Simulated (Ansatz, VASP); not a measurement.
This is a calculation of Al for VASP 6.6.1.

The input INCAR:

```
SYSTEM = Al
ALGO = Normal
EDIFF = 1E-6
ENCUT = 520
GGA = PE
ISIF = 2
ISMEAR = 0
LASPH = .True.
LCHARG = .True.
LELF = .True.
LREAL = .False.
LVHAR = .True.
LWAVE = .False.
NBANDS = 8
NELM = 80
PREC = Accurate
SIGMA = 0.026000000000000002
```

KPOINTS

```
k-points
0
Gamma
  11 11 11
  0 0 0
```

POSCAR

```
Al
1.0
    0.0000000000      2.0248050000      2.0248050000
    2.0248050000      0.0000000000      2.0248050000
    2.0248050000      2.0248050000      0.0000000000
Al
1
Direct
    0.0000000000      0.0000000000      0.0000000000
```

Potentials or basis: VASP PAW PBE potentials, release 64 (Al).

Run with:

```sh
$ cat potpaw_PBE.64/Al/POTCAR > POTCAR
$ mpirun -np 1 vasp_std > vasp.out
```

Problem. Set up the same calculation for Ansatz 0.2.0. Potentials there: Ansatz PAW.

Solution. As run (the cutoff follows the program's own potentials):

File input.yaml:

```yaml
crystal:
  lattice:
    - [0.0, 2.024805, 2.024805]
    - [2.024805, 0.0, 2.024805]
    - [2.024805, 2.024805, 0.0]
  atoms:
    - { symbol: Al, position: [0.0, 0.0, 0.0] }
hamiltonian:
  xc: pbe
  pseudopotentials: { kind: paw }
kpoints:
  mp_grid: { grid: [11, 11, 11] }
scf:
  occupations: { method: gaussian, width: 0.026 }
output:
  forces: true
  stress: true
  eigenvalues: true
```

Potentials or basis: Ansatz PAW.

Launch:

```sh
$ ansatz run input.yaml --threads 2 --pin off --max-ram 5632MiB --backend cpu --events-out ev --progress --plain --runs-dir out
```

Both were run:

|  | VASP | Ansatz | Ansatz less VASP |
| --- | --- | --- | --- |
| gap on the k mesh at the Fermi level (eV) | none | none | - |
| pressure (GPa) | -0.5 | -0.5 | +0.04 |

A gap of «none» marks a metal or a gap that the smearing closes.
